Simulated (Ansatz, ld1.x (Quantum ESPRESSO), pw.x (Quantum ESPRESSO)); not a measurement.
**Which S potential is closest to all-electron in the sc crystal?**

All use PBE, scalar-relativistic, no spin, cutoffs from each file’s atomic test, pw.x 7.5; 13³ k-points, Fermi–Dirac smearing 0.01 Ry. Δ is the rms difference from all-electron LAPW of the E(V) curves that follow from fits to the pressures, over ±6 % in volume. Mesh and smearing are coarse and serve the comparison alone. The files are a selection: those with a ghost or negative overlap were mostly not run, and those with noisy or unconverged pressures or nearly equal Δ are left out.

All-electron: a0 = 2.585 Å (V0 = 17.27 Å³/atom), B0 = 83.6 GPa.

Rank them by Δ, smallest first.
A. norm-conserving RRKJ (Kleinman–Bylander form), ld1.x (Quantum ESPRESSO) 7.5, PBE; core [Ne], reference 3s2 3p4; waves: 3s (bound): rc 1.40 bohr; 3p (bound): rc 1.45 bohr; 3d channel at 0.45 Ry: rc 1.50 bohr; local part: all-electron potential smoothed inside 1.25 bohr (lloc = -1); core correction: none; rho0 0.005.
B. norm-conserving Troullier–Martins (Kleinman–Bylander form), ld1.x (Quantum ESPRESSO) 7.5, PBE; core [Ne], reference 3s2 3p2.5; waves: 3s (bound): rc 1.35 bohr; 3p (bound): rc 1.35 bohr; 3d channel at 0.35 Ry: rc 1.40 bohr; local part: the d channel; core correction: none.
C. norm-conserving Troullier–Martins (Kleinman–Bylander form), ld1.x (Quantum ESPRESSO) 7.5, PBE; core [Ne], reference 3s2 3p4; waves: 3s (bound): rc 1.55 bohr; 3d channel at 0.15 Ry: rc 1.70 bohr; 3p (bound): rc 1.80 bohr; local part: the p channel; core correction: a·sin(br)/r model core inside 1.35 bohr.

C (0.5 meV/atom), A (1.5 meV/atom), B (2.8 meV/atom).
